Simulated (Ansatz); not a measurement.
## Ti in Ansatz: the effect of functional

The system is Ti.

```
Ti
1.0
     2.91013    0.00000    0.00000
    -1.45507    2.52025    0.00000
     0.00000    0.00000    4.61675
Ti
2
Direct
  0.66667 0.33333 0.75000
  0.33333 0.66667 0.25000
```

The cell isn't the ideal one: volume scaled by 0.96.

Alike in all runs:

```yaml
Program: Ansatz 0.2.0
Task: single point
Potentials_or_basis: Ansatz PAW
k_mesh: 10 × 10 × 6
Occupations: fermi-dirac, width 0.05 eV
Spin: no spin polarisation
```

```csv
functional,cutoff,pressure (GPa)
LDA,420 eV (not typed: the program's choice for these potentials),?
r2SCAN,500 eV (not typed: the program's choice for these potentials),2.8
PBE,420 eV (not typed: the program's choice for these potentials),3.2
```

Task: What does the run with functional LDA give?

Result: Pressure -5.8 GPa.

Caveats: the PAW data sets come from PBE, with cores solved anew for the run's functional, which leaves a small shift of forces and pressure (some runs).
